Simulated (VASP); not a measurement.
Write the native input for VASP 6.6.1 that does the following.

```yaml
Task: band structure
Functional: BLYP
Potentials_or_basis: VASP PAW PBE potentials, release 64 (Gd)
Cutoff: 520 eV
k_mesh: 7 × 7 × 7
Occupations: fermi-dirac, width 0.05 eV
Spin: collinear spin, ferromagnetic start
Starting_moments: "[7.0] μB"
Further_INCAR_settings: ALGO = Normal; EDIFF = 1e-06; NBANDS = 19
```

Gd:

```
Gd
1.0
    -2.02500    2.02500    2.02500
     2.02500   -2.02500    2.02500
     2.02500    2.02500   -2.02500
Gd
1
Direct
  0.00000 0.00000 0.00000
```

This isn't the form of Gd at room conditions, which is hcp.

These files were run (other wordings do the same):

POSCAR

```
Gd
1.0
   -2.0250000000      2.0250000000      2.0250000000
    2.0250000000     -2.0250000000      2.0250000000
    2.0250000000      2.0250000000     -2.0250000000
Gd
1
Direct
    0.0000000000      0.0000000000      0.0000000000
```

INCAR.step1

```
  PREC = Accurate
  ENCUT = 520
  EDIFF = 1E-6
  ISMEAR = -1
  SIGMA = 0.05
  LREAL = False
  LASPH = True
  NELM = 100
  ALGO = Normal
  ISIF = 2
  LWAVE = False
  LCHARG = True
  ISPIN = 2
  MAGMOM = 7
  LORBIT = 11
  LMAXMIX = 6
  GGA = B5
  ALDAX = 1.0
  AGGAX = 1.0
  AGGAC = 1.0
  ALDAC = 0.0
  NBANDS = 19
```

KPOINTS.step1

```
regular mesh
0
Gamma
  7 7 7
```

INCAR.step2

```
  PREC = Accurate
  ENCUT = 520
  EDIFF = 1E-6
  ISMEAR = 0
  SIGMA = 0.05
  LREAL = False
  LASPH = True
  NELM = 100
  ALGO = Normal
  ISIF = 2
  LWAVE = False
  LCHARG = False
  ISPIN = 2
  MAGMOM = 7
  LORBIT = 11
  LMAXMIX = 6
  GGA = B5
  ALDAX = 1.0
  AGGAX = 1.0
  AGGAC = 1.0
  ALDAC = 0.0
  NBANDS = 19
  ICHARG = 11
```

KPOINTS.step2

```
path GHNGPH,PN
15
line-mode
reciprocal
 0.0000000000  0.0000000000  0.0000000000  G
 0.5000000000 -0.5000000000  0.5000000000  H

 0.5000000000 -0.5000000000  0.5000000000  H
 0.0000000000  0.0000000000  0.5000000000  N

 0.0000000000  0.0000000000  0.5000000000  N
 0.0000000000  0.0000000000  0.0000000000  G

 0.0000000000  0.0000000000  0.0000000000  G
 0.2500000000  0.2500000000  0.2500000000  P

 0.2500000000  0.2500000000  0.2500000000  P
 0.5000000000 -0.5000000000  0.5000000000  H

 0.2500000000  0.2500000000  0.2500000000  P
 0.0000000000  0.0000000000  0.5000000000  N
```

Potentials or basis: VASP PAW PBE potentials, release 64 (Gd).

Command:

```sh
$ cat potpaw_PBE.64/Gd/POTCAR > POTCAR
$ cp INCAR.step1 INCAR
$ cp KPOINTS.step1 KPOINTS
$ mpirun -np 1 vasp_std > vasp.out
$ cp INCAR.step2 INCAR
$ cp KPOINTS.step2 KPOINTS
$ mpirun -np 1 vasp_std > vasp.out
```

Results of the run:

```
Band gap along the path : none (metal or under the smearing width)
Net moment              : 7.46 μB per cell
```

Caveat: the log is that of the step along the path at fixed density, whose energy, stress, charges and moments have no meaning; spin-orbit coupling is left out, which moves the levels of the heavy elements.

Wall time 3 min on 1 thread of AMD EPYC 7R43 64-Core Processor (Zen 3) (shared host), peak memory 0.19 GiB.
